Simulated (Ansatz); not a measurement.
# CoPdO2 (R-3m) in Ansatz: a series of runs, part 2 of 2

Ansatz 0.2.0.

**4. Single point, PBE, collinear spin, ferromagnetic start, 10.15 Å³/atom (volume scaled by 0.96)**

The input, input.yaml:

```yaml
crystal:
  lattice:
    - [1.4123403745, 0.8154150954, 5.877251279]
    - [-1.4123403745, 0.8154150954, 5.877251279]
    - [0.0, -1.6308301908, 5.877251279]
  atoms:
    - { symbol: Pd, position: [0.0, 0.0, 0.0] }
    - { symbol: Co, position: [0.5, 0.5, 0.5], spin: 2.0 }
    - { symbol: O, position: [0.112476, 0.112476, 0.112476] }
    - { symbol: O, position: [0.887524, 0.887524, 0.887524] }
hamiltonian:
  xc: pbe
  pseudopotentials: { kind: paw }
magnetization:
  spin_polarized: true
kpoints:
  mp_grid: { grid: [11, 11, 11] }
scf:
  occupations: { method: fermi_dirac, width: 0.05 }
output:
  forces: true
  stress: true
  eigenvalues: true
```

On the command line:

```console
ansatz run input.yaml --threads 2 --pin off --max-ram 5632MiB --backend cpu --events-out ev --progress --plain --runs-dir out
```

Run time: 19 s. Hardware: 2 threads of Arm Neoverse V1, shared host; peak memory 0.53 GiB.

Results (log left out):

* Free energy: -13232.2741 eV
* Pressure: 8.4 GPa
* Band gap on the k mesh: none (metal or under the smearing width)
* Net moment: 0.00 μB per cell
* Absolute moment: 0.00 μB per cell

Caveat: the starting moments collapsed, and a magnetic state may lie lower; the pressure holds a Pulay correction of +0.7 GPa for the finite cutoff; semilocal functionals often make such compounds metallic where correlation or magnetic order opens a gap, which also shifts bond lengths; the starting moments weren't kept.

**5. Single point, PBE, collinear spin, ferromagnetic start, 10.36 Å³/atom (volume scaled by 0.98)**

input.yaml: that of step 4 with these lines changed.

```diff
@@ -2,5 +2,5 @@
   lattice:
-    - [1.4123403745, 0.8154150954, 5.877251279]
-    - [-1.4123403745, 0.8154150954, 5.877251279]
-    - [0.0, -1.6308301908, 5.877251279]
+    - [1.4220809608, 0.8210388255, 5.9177853274]
+    - [-1.4220809608, 0.8210388255, 5.9177853274]
+    - [0.0, -1.642077651, 5.9177853274]
   atoms:
@@ -23 +23,5 @@
   eigenvalues: true
+  write_density: true
+  write_potential: true
+  elf: true
+  volumetric_format: npy
```

On the command line:

```console
ansatz run input.yaml --threads 2 --pin off --max-ram 5632MiB --backend cpu --events-out ev --progress --plain --runs-dir out
```

Wall time 24 s (2 threads of Arm Neoverse V1, shared host); peak memory 0.54 GiB.

Results (log left out):

- Free energy: -13232.3050 eV
- Pressure: 3.4 GPa
- Largest force: 0.077 eV/Å
- Band gap on the k mesh: none (metal or under the smearing width)
- Net moment: 0.00 μB per cell
- Absolute moment: 0.00 μB per cell

Caveat: the starting moments collapsed, and a magnetic state may lie lower; the pressure holds a Pulay correction of +0.7 GPa for the finite cutoff; semilocal functionals often make such compounds metallic where correlation or magnetic order opens a gap, which also shifts bond lengths; the starting moments weren't kept.

**6. Single point, PBE, collinear spin, ferromagnetic start, 10.58 Å³/atom**

input.yaml: that of step 5 with these lines changed.

```diff
@@ -2,5 +2,5 @@
   lattice:
-    - [1.4220809608, 0.8210388255, 5.9177853274]
-    - [-1.4220809608, 0.8210388255, 5.9177853274]
-    - [0.0, -1.642077651, 5.9177853274]
+    - [1.4316899074, 0.8265865534, 5.9577715763]
+    - [-1.4316899074, 0.8265865534, 5.9577715763]
+    - [0.0, -1.6531731068, 5.9577715763]
   atoms:
@@ -23,5 +23 @@
   eigenvalues: true
-  write_density: true
-  write_potential: true
-  elf: true
-  volumetric_format: npy
```

Potentials or basis: Ansatz PAW.

On the command line:

```console
ansatz run input.yaml --threads 2 --pin off --max-ram 5632MiB --backend cpu --events-out ev --progress --plain --runs-dir out
```

It took 21 s on 2 threads of Arm Neoverse V1, shared host; peak memory 0.54 GiB.

It converged, with:

```
Free energy            : -13232.3110 eV
Pressure               : -1.0 GPa
Largest force          : 0.148 eV/Å
Band gap on the k mesh : none (metal or under the smearing width)
Net moment             : 0.00 μB per cell
Absolute moment        : 0.00 μB per cell
```

Caveat: the starting moments collapsed, and a magnetic state may lie lower; the pressure holds a Pulay correction of +0.7 GPa for the finite cutoff; semilocal functionals often make such compounds metallic where correlation or magnetic order opens a gap, which also shifts bond lengths; the starting moments weren't kept.

**7. Single point, PBE, collinear spin, ferromagnetic start, 10.79 Å³/atom (volume scaled by 1.02)**

input.yaml: that of step 6 with these lines changed.

```diff
@@ -2,5 +2,5 @@
   lattice:
-    - [1.4316899074, 0.8265865534, 5.9577715763]
-    - [-1.4316899074, 0.8265865534, 5.9577715763]
-    - [0.0, -1.6531731068, 5.9577715763]
+    - [1.4411715738, 0.8320607961, 5.9972281671]
+    - [-1.4411715738, 0.8320607961, 5.9972281671]
+    - [0.0, -1.6641215921, 5.9972281671]
   atoms:
```

On the command line:

```console
ansatz run input.yaml --threads 2 --pin off --max-ram 5632MiB --backend cpu --events-out ev --progress --plain --runs-dir out
```

Run time: 22 s. Hardware: 2 threads of Arm Neoverse V1, shared host; peak memory 0.54 GiB.

The run converged. Its results:

```
Free energy            : -13232.2950 eV
Pressure               : -4.9 GPa
Largest force          : 0.214 eV/Å
Band gap on the k mesh : none (metal or under the smearing width)
Net moment             : 0.00 μB per cell
Absolute moment        : 0.00 μB per cell
```

Caveat: the starting moments collapsed, and a magnetic state may lie lower; the pressure holds a Pulay correction of +0.7 GPa for the finite cutoff; semilocal functionals often make such compounds metallic where correlation or magnetic order opens a gap, which also shifts bond lengths; the starting moments weren't kept.

**8. Single point, PBE, collinear spin, ferromagnetic start, 11.00 Å³/atom (volume scaled by 1.04)**

input.yaml: that of step 7 with these lines changed.

```diff
@@ -2,5 +2,5 @@
   lattice:
-    - [1.4411715738, 0.8320607961, 5.9972281671]
-    - [-1.4411715738, 0.8320607961, 5.9972281671]
-    - [0.0, -1.6641215921, 5.9972281671]
+    - [1.450530093, 0.8374639396, 6.0361722983]
+    - [-1.450530093, 0.8374639396, 6.0361722983]
+    - [0.0, -1.6749278793, 6.0361722983]
   atoms:
@@ -23 +23,5 @@
   eigenvalues: true
+  write_density: true
+  write_potential: true
+  elf: true
+  volumetric_format: npy
```

On the command line:

```console
ansatz run input.yaml --threads 2 --pin off --max-ram 5632MiB --backend cpu --events-out ev --progress --plain --runs-dir out
```

Wall time 24 s (2 threads of Arm Neoverse V1, shared host); peak memory 0.55 GiB.

It converged, with:

```
Free energy            : -13232.2596 eV
Pressure               : -8.4 GPa
Largest force          : 0.277 eV/Å
Band gap on the k mesh : none (metal or under the smearing width)
Net moment             : 0.00 μB per cell
Absolute moment        : 0.00 μB per cell
```

Caveat: the starting moments collapsed, and a magnetic state may lie lower; the pressure holds a Pulay correction of +0.6 GPa for the finite cutoff; semilocal functionals often make such compounds metallic where correlation or magnetic order opens a gap, which also shifts bond lengths; the starting moments weren't kept.

**9. Single point, PBE, collinear spin, ferromagnetic start, 11.21 Å³/atom (volume scaled by 1.06)**

input.yaml: that of step 8 with these lines changed.

```diff
@@ -2,5 +2,5 @@
   lattice:
-    - [1.450530093, 0.8374639396, 6.0361722983]
-    - [-1.450530093, 0.8374639396, 6.0361722983]
-    - [0.0, -1.6749278793, 6.0361722983]
+    - [1.4597693873, 0.8427982487, 6.0746202923]
+    - [-1.4597693873, 0.8427982487, 6.0746202923]
+    - [0.0, -1.6855964974, 6.0746202923]
   atoms:
@@ -23,5 +23 @@
   eigenvalues: true
-  write_density: true
-  write_potential: true
-  elf: true
-  volumetric_format: npy
```

Potentials or basis: Ansatz PAW.

On the command line:

```console
ansatz run input.yaml --threads 2 --pin off --max-ram 5632MiB --backend cpu --events-out ev --progress --plain --runs-dir out
```

Wall time 19 s (2 threads of Arm Neoverse V1, shared host); peak memory 0.55 GiB.

Results (log left out):

| Quantity | Value |
| --- | --- |
| Free energy | -13232.2068 eV |
| Pressure | -11.5 GPa |
| Largest force | 0.335 eV/Å |
| Band gap on the k mesh | none (metal or under the smearing width) |
| Net moment | 0.00 μB per cell |
| Absolute moment | 0.00 μB per cell |

Caveat: the starting moments collapsed, and a magnetic state may lie lower; the pressure holds a Pulay correction of +0.6 GPa for the finite cutoff; semilocal functionals often make such compounds metallic where correlation or magnetic order opens a gap, which also shifts bond lengths; the starting moments weren't kept.

**10. Equation of state, PBE, collinear spin, ferromagnetic start**

No new run: the results of the series are fitted here.

What came out:

| Item | Value |
| --- | --- |
| Equilibrium volume | 10.52 Å³/atom |
| Bulk modulus at fixed shape and positions | 213 GPa |
| Pressure derivative of the bulk modulus | 4.9 |

Energy against volume, from the lowest point:
```
volume (Å³/atom)  energy (meV/atom)
           9.941              23.87
          10.153               9.24
          10.364               1.51
          10.576               0.00
          10.787               4.01
          10.999              12.85
          11.210              26.05
```

Caveat: the cell was scaled at fixed shape and fractional positions, which overstates the stiffness of a crystal with free parameters, most of all of layers and chains.
